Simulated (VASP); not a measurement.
Input of a VASP 6.6.1 run:

The input POSCAR:

```
Cu
1.0
    0.0000000000      1.8250000000      1.8250000000
    1.8250000000      0.0000000000      1.8250000000
    1.8250000000      1.8250000000      0.0000000000
Cu
1
Direct
    0.0000000000      0.0000000000      0.0000000000
```

Contents of INCAR.step1:

```
PREC = Accurate
ENCUT = 600
EDIFF = 1E-8
ISMEAR = 0
SIGMA = 0.1
LREAL = False
LASPH = True
NELM = 100
ALGO = Normal
ISIF = 3
LWAVE = False
LCHARG = False
GGA = CA
IBRION = 2
NSW = 40
EDIFFG = -0.002
```

The input INCAR.step2:

```
PREC = Accurate
ENCUT = 600
EDIFF = 1E-8
ISMEAR = 0
SIGMA = 0.1
LREAL = False
LASPH = True
NELM = 100
ALGO = Normal
ISIF = 3
LWAVE = False
LCHARG = False
GGA = CA
IBRION = 6
NFREE = 2
POTIM = 0.015
NSW = 1
```

Contents of KPOINTS:

```
regular mesh
0
Gamma
  8 8 8
```

Potentials or basis: VASP PAW LDA potentials, release 64 (Cu).

The run is started by

```console
$ cat potpaw_LDA.64/Cu/POTCAR > POTCAR
$ cp INCAR.step1 INCAR
$ mpirun -np 1 vasp_std > vasp.out
$ cp CONTCAR POSCAR
$ cp INCAR.step2 INCAR
$ mpirun -np 1 vasp_std > vasp.out
```

Estimate the elastic constants C11, C12, C44.

205, 170, 59 GPa.

Predict the Voigt bulk modulus.

182 GPa.

What does it give for the relaxed volume?

11.00 Å³/atom.

What does it give for the space group after relaxing (to 0.05 Å)?

Fm-3m (No. 225).

Final structure:
```yaml
crystal:
  lattice:
    - [0.00000, 1.76502, 1.76502]
    - [1.76502, 0.00000, 1.76502]
    - [1.76502, 1.76502, 0.00000]
  atoms:
    - { symbol: Cu, position: [0.00000, 0.00000, 0.00000] }
```

Caveat: the k mesh is coarse (spacing up to 0.37 Å⁻¹), so the values aren't converged.
